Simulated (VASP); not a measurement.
Wanted: the native input for a VASP 6.6.1 run.

- Task: relaxation of cell and atoms
- Functional: LDA
- Potentials or basis: VASP PAW LDA potentials, release 64 (Ir)
- Cutoff: 600 eV
- k mesh: 18 × 18 × 10
- Occupations: gaussian, width 0.1 eV
- Spin: no spin polarisation
- Further INCAR settings: ALGO = Normal; EDIFF = 1e-07; IBRION = 2; EDIFFG = -0.005; NSW = 90; ISIF = 3

The structure of Ir lies in POSCAR:

```
Ir
1.0
    2.7181147100      0.0000000000      0.0000000000
   -1.3590573500      2.3539563900      0.0000000000
    0.0000000000      0.0000000000      4.4386813200
Ir
2
Direct
    0.3333333300      0.6666666700      0.2500000000
    0.6666666700      0.3333333300      0.7500000000
```

This isn't the form of Ir at room conditions, which is fcc.

The input as run:

INCAR

```
PREC = Accurate
ENCUT = 600
EDIFF = 1E-7
ISMEAR = 0
SIGMA = 0.1
LREAL = False
LASPH = True
NELM = 80
ALGO = Normal
ISIF = 3
LWAVE = False
LCHARG = False
IBRION = 2
NSW = 90
EDIFFG = -0.005
```

KPOINTS

```
Automatic mesh
0
Gamma
  18 18 10
```

Potentials or basis: VASP PAW LDA potentials, release 64 (Ir).

Command:

```console
$ cat potpaw_LDA.64/Ir/POTCAR > POTCAR
$ mpirun -np 1 vasp_std > vasp.out
```

Results of the run:

```
Relaxed volume                         : 13.99 Å³/atom
Relaxed cell                           : a = 2.711 Å, b = 2.711 Å, c = 4.395 Å, α = 90.00°, β = 90.00°, γ = 120.00°
Space group after relaxing (to 0.05 Å) : P6_3/mmc (No. 194)
Energy gained by relaxing              : 4.5 meV/atom
Ionic steps                            : 6
Pressure after relaxing                : 0.0 GPa
Band gap on the k mesh                 : none (metal or under the smearing width)
```

Run time: 3.8 min on 1 thread of Intel(R) Xeon(R) Platinum 8488C (Sapphire Rapids), with other jobs on the host, peak memory 0.22 GiB.
